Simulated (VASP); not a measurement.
# BAs (F-43m) in VASP: a series of runs

One crystal, BAs, is run at these levels: PBE, rev-vdW-DF2, vdW-DF, BEEF-vdW; tasks: single point, relaxation of cell and atoms.

Everything below comes from runs of VASP 6.6.1. Logs are shortened: lines on timing, memory, paths and dates and some standing lists are left out, and cuts for length are marked.

**1. The crystal as given**

It takes space group F-43m (No. 216, cubic). Conventional cell: a = 4.777 Å, b = 4.777 Å, c = 4.777 Å, α = 90.00°, β = 90.00°, γ = 90.00°. Around As (site symmetry -43m) lie 4 B at 2.07 Å. B (site symmetry -43m) is surrounded by 4 As at 2.07 Å.

**2. Single point, PBE**

Input file INCAR:

```
ALGO = Fast
EDIFF = 1E-6
ENCUT = 520
GGA = PE
ISIF = 2
ISMEAR = 0
LASPH = T
LCHARG = T
LELF = T
LREAL = F
LVHAR = T
LWAVE = F
NELM = 100
PREC = Accurate
SIGMA = 0.013000000000000001
```

Input file KPOINTS:

```
k-points
0
Gamma
  10 10 10
```

Input file POSCAR:

```
BAs
1.0
    0.0000000000      2.3885000000      2.3885000000
    2.3885000000      0.0000000000      2.3885000000
    2.3885000000      2.3885000000      0.0000000000
As B
1 1
Direct
    0.7500000000      0.7500000000      0.7500000000
    0.0000000000      0.0000000000      0.0000000000
```

Potentials or basis: VASP PAW PBE potentials, release 64 (As, B).

The run is started by

```sh
$ cat potpaw_PBE.64/As/POTCAR potpaw_PBE.64/B/POTCAR > POTCAR
$ mpirun -np 1 vasp_std > vasp.out
```

OUTCAR:

```text
EDIFF = 1E-6
   ENCUT = 520
   GGA = PE
   ISIF = 2
   ISMEAR = 0
   LASPH = T
   LREAL = F
   NELM = 100
   PREC = Accurate

 ion  position               nearest neighbor table
   1  0.750  0.750  0.750-   2 2.07   2 2.07   2 2.07   2 2.07
   2  0.000  0.000  0.000-   1 2.07   1 2.07   1 2.07   1 2.07

  LATTYP: Found a face centered cubic cell.
 ALAT       =     4.7770000000

  Lattice vectors:

 A1 = (   0.0000000000,   2.3885000000,   2.3885000000)
 A2 = (   2.3885000000,   0.0000000000,   2.3885000000)
 A3 = (   2.3885000000,   2.3885000000,   0.0000000000)

Analysis of symmetry for initial positions (statically):
=====================================================================
 Subroutine PRICEL returns:
 Original cell was already a primitive cell.

 Routine SETGRP: Setting up the symmetry group for a
 face centered cubic supercell.

 Subroutine GETGRP returns: Found 24 space group operations
 (whereof 24 operations were pure point group operations)
 out of a pool of 48 trial point group operations.

The static configuration has the point symmetry T_d .

Analysis of symmetry for dynamics (positions and initial velocities):
=====================================================================
 Subroutine PRICEL returns:
 Original cell was already a primitive cell.

 Routine SETGRP: Setting up the symmetry group for a
 face centered cubic supercell.

 Subroutine GETGRP returns: Found 24 space group operations
 (whereof 24 operations were pure point group operations)
 out of a pool of 48 trial point group operations.

The dynamic configuration has the point symmetry T_d .

 Subroutine INISYM returns: Found 24 space group operations
 (whereof 24 operations are pure point group operations),
 and found     1 'primitive' translations

----------------------------------------------------------------------------------------

                                     Primitive cell

  volume of cell :      27.2525

  direct lattice vectors                    reciprocal lattice vectors
     0.000000000  2.388500000  2.388500000    -0.209336404  0.209336404  0.209336404
     2.388500000  0.000000000  2.388500000     0.209336404 -0.209336404  0.209336404
     2.388500000  2.388500000  0.000000000     0.209336404  0.209336404 -0.209336404

  length of vectors
     3.377849094  3.377849094  3.377849094     0.362581287  0.362581287  0.362581287

  position of ions in fractional coordinates (direct lattice)
     0.750000000  0.750000000  0.750000000
     0.000000000  0.000000000  0.000000000

  ion indices of the primitive-cell ions
   primitive index   ion index
                 1           1
                 2           2

----------------------------------------------------------------------------------------

 KPOINTS: k-points

Automatic generation of k-mesh.
 Grid dimensions read from file:
 generate k-points for:   10   10   10

 Generating k-lattice:

  Cartesian coordinates                     Fractional coordinates (reciprocal lattice)
    -0.020933640  0.020933640  0.020933640     0.100000000  0.000000000  0.000000000
     0.020933640 -0.020933640  0.020933640     0.000000000  0.100000000  0.000000000
     0.020933640  0.020933640 -0.020933640     0.000000000  0.000000000  0.100000000

  Length of vectors
     0.036258129  0.036258129  0.036258129

  Shift w.r.t. Gamma in fractional coordinates (k-lattice)
     0.000000000  0.000000000  0.000000000

 Subroutine IBZKPT returns following result:
 ===========================================

 Found     47 irreducible k-points:

 Following reciprocal coordinates:
            Coordinates               Weight
  0.000000  0.000000  0.000000      1.000000
  0.100000  0.000000  0.000000      8.000000
  0.200000  0.000000  0.000000      8.000000
  0.300000  0.000000  0.000000      8.000000
  0.400000  0.000000  0.000000      8.000000
  0.500000  0.000000  0.000000      4.000000
[... 39 lines left out ...]
 -0.300000  0.400000  0.200000     24.000000
 -0.300000  0.500000  0.200000     12.000000
   k-points           NKPTS =     47   k-points in BZ     NKDIM =     47   number of bands    NBANDS=      8
   number of dos      NEDOS =    301   number of ions     NIONS =      2
   total plane-waves  NPLWV =  21952
   dimension x,y,z NGX =    28 NGY =   28 NGZ =   28
   dimension x,y,z NGXF=    56 NGYF=   56 NGZF=   56
   ions per type =               1   1
   NGX,Y,Z   is equivalent  to a cutoff of  13.78, 13.78, 13.78 a.u.
   NGXF,Y,Z  is equivalent  to a cutoff of  27.56, 27.56, 27.56 a.u.
 SYSTEM =  unknown system
   PREC   = accura    normal or accurate (medium, high low for compatibility)
   ISTART =      0    job   : 0-new  1-cont  2-samecut
   ICHARG =      2    charge: 1-file 2-atom 10-const
   ISPIN  =      1    spin polarized calculation?
   LNONCOLLINEAR =      F non collinear calculations
   LSORBIT =      F    spin-orbit coupling
   LASPH  =      T    aspherical Exc in radial PAW
   ENCUT  =  520.0 eV  38.22 Ry    6.18 a.u.   6.28  6.28  6.28*2*pi/ulx,y,z
   NELM   =    100;   NELMIN=  2; NELMDL= -5     # of ELM steps
   EDIFF  = 0.1E-05   stopping-criterion for ELM
   LREAL  =      F    real-space projection
   EDIFFG = 0.1E-04   stopping-criterion for IOM
   NSW    =      0    number of steps for IOM
   IBRION =     -1    ionic relax: 0-MD 1-quasi-New 2-CG
   NFREE  =      0    steps in history (QN), initial steepest desc. (CG)
   ISIF   =      2    stress and relaxation
   ISYM   =      2    0-nonsym 1-usesym 2-fastsym
   POTIM  = 0.5000    time-step for ionic-motion
   TEBEG  =    0.0;   TEEND  =   0.0 temperature during run
   PSTRESS=    0.0 pullay stress
   NELECT =       8.0000    total number of electrons
   NUPDOWN=      -1.0000    fix difference up-down
   EMIN   =  10.00;   EMAX   =-10.00  energy-range for DOS
   EFERMI =   0.00;   METHOD = LEGACY
   ISMEAR =     0;   SIGMA  =   0.01  broadening in eV -4-tet -1-fermi 0-gaus
   EFERMI_NEDOS =   21; number of points for ismear=-14 and -15
   IALGO  =     68    algorithm
   IMIX   =      4    mixing-type and parameters
     AMIX     =   0.40;   BMIX     =  1.00
     AMIX_MAG =   1.60;   BMIX_MAG =  1.00
  volume/ion in A,a.u.               =      13.63        91.95
  Fermi-wavevector in a.u.,A,eV,Ry     =   1.088018  2.056057 16.106360  1.183784
  Thomas-Fermi vector in A             =   2.224191
   LORBIT       =      0    0 simple, 1 ext, 2 COOP (PROOUT), +10 PAW based schemes
   GGA     = PE    functional components
   LHFCALC =     F    Hartree Fock is set to
   AEXX    =    0.0000 exact exchange contribution
   IVDW    =     0    specifies the selected vdW correction
   LEPSILON=     F    determine dielectric tensor
   LRPA    =     F    only Hartree local field effects (RPA)
 non-spin polarized calculation
 RMM-DIIS sequential band-by-band and
 Gauss-broadening in eV      SIGMA  =   0.01
  energy-cutoff  :      520.00
  volume of cell :       27.25
 maximum number of plane-waves:       754
 NGX is ok and might be reduce to    28
   NGX = 13   NGY = 13   NGZ = 13

 number of electron       8.0000000 magnetization

 Free energy of the ion-electron system (eV)
  ---------------------------------------------------
  ext. energy  EPLUGINS =         0.00000000
  ---------------------------------------------------
  free energy    TOTEN  =       -11.40640400 eV

  energy without entropy =      -11.40640400  energy(sigma->0) =      -11.40640400

 E-fermi :   6.2693     XC(G=0): -10.5845

 val. band max:        6.1254515987   @ k =   0.0000   0.0000   0.0000
 cond. band min:       7.3013495979   @ k =   0.4000   0.4000   0.0000
 fundamental gap:      1.1758979992
 Fermi energy:         6.2693215246

 k-point     1 :       0.0000    0.0000    0.0000
  band No.  band energies     occupation
      1      -9.2751      2.00000
      2       6.1255      2.00000
      3       6.1255      2.00000
      4       6.1255      2.00000
      5       9.4025      0.00000
      6       9.4025      0.00000
      7       9.4025      0.00000
      8      10.8122      0.00000

 k-point     2 :       0.1000    0.0000    0.0000
  band No.  band energies     occupation
      1      -9.1109      2.00000
      2       4.7303      2.00000
      3       5.8239      2.00000
      4       5.8239      2.00000
      5       9.5496      0.00000
      6       9.7997      0.00000
      7       9.7997      0.00000
      8      11.6841      0.00000

 k-point     3 :       0.2000    0.0000    0.0000
  band No.  band energies     occupation
      1      -8.6266      2.00000
      2       2.3650      2.00000
      3       5.2492      2.00000
      4       5.2492      2.00000
      5       9.3344      0.00000
      6      10.5167      0.00000
      7      10.5167      0.00000
      8      13.3072      0.00000

 k-point     4 :       0.3000    0.0000    0.0000
  band No.  band energies     occupation
      1      -7.8585      2.00000
      2       0.0733      2.00000
      3       4.7410      2.00000
      4       4.7410      2.00000
      5       9.0625      0.00000
      6      10.9188      0.00000
      7      10.9188      0.00000
      8      14.5725      0.00000

 k-point     5 :       0.4000    0.0000    0.0000
  band No.  band energies     occupation
      1      -6.9397      2.00000
      2      -1.8024      2.00000
      3       4.4150      2.00000
      4       4.4150      2.00000
      5       8.8799      0.00000
      6      10.9449      0.00000
      7      10.9449      0.00000
      8      14.9857      0.00000
[... 353 lines left out ...]
 k-point    38 :      -0.4000    0.3000    0.1000
  band No.  band energies     occupation
      1      -5.6357      2.00000
      2      -1.9281      2.00000
      3       0.9836      2.00000
      4       2.6346      2.00000
      5       9.4870      0.00000
      6      12.0329      0.00000
      7      13.2680      0.00000
      8      15.0893      0.00000

 k-point    39 :      -0.3000    0.3000    0.1000
  band No.  band energies     occupation
      1      -5.8333      2.00000
      2      -1.6401      2.00000
      3       0.7515      2.00000
      4       2.9721      2.00000
      5       9.8811      0.00000
      6      11.7895      0.00000
      7      13.4543      0.00000
      8      15.2323      0.00000

 k-point    40 :      -0.2000    0.3000    0.1000
  band No.  band energies     occupation
      1      -6.6531      2.00000
      2      -0.5436      2.00000
      3       1.1144      2.00000
      4       3.5818      2.00000
      5      10.2710      0.00000
      6      11.3530      0.00000
      7      12.3770      0.00000
      8      14.3413      0.00000

 [... further k-points ...]
[... 5 lines left out ...]
  --------------------------------------------------------------------------------------
  -------------------------------------------------------------------------------------
  Total        0.5819933      0.5819933      0.5819933     -0.0000000      0.0000000      0.0000000
  in kB       34.2154930     34.2154930     34.2154930     -0.0000000      0.0000000      0.0000000
  external PRESSURE =      34.2154930 kB  Pullay stress =       0.0000000 kB

 VOLUME and BASIS-vectors are now :
 -----------------------------------------------------------------------------
  energy-cutoff  :      520.00
  volume of cell :       27.25
      direct lattice vectors                 reciprocal lattice vectors
     0.000000000  2.388500000  2.388500000    -0.209336404  0.209336404  0.209336404
     2.388500000  0.000000000  2.388500000     0.209336404 -0.209336404  0.209336404
     2.388500000  2.388500000  0.000000000     0.209336404  0.209336404 -0.209336404

 POSITION                                       TOTAL-FORCE (eV/Angst)
 -----------------------------------------------------------------------------------
      3.58275      3.58275      3.58275         0.000000      0.000000      0.000000
      0.00000      0.00000      0.00000         0.000000     -0.000000     -0.000000
 -----------------------------------------------------------------------------------
    total drift:                                0.000000      0.000000      0.000000

  FREE ENERGIE OF THE ION-ELECTRON SYSTEM (eV)
  ---------------------------------------------------
  free  energy   TOTEN  =       -11.4064040035 eV

  energy  without entropy=      -11.4064040035  energy(sigma->0) =      -11.40640400
```

It took 7.6 s on 1 thread of Intel Xeon Platinum 8559C (Emerald Rapids), shared host; peak memory 0.15 GiB.

Results:

```
Free energy            : -11.4064 eV
Pressure               : 3.4 GPa
Band gap on the k mesh : 1.18 eV, indirect (least direct gap 3.28 eV)
```

(Part 1 of 3 ends here.)
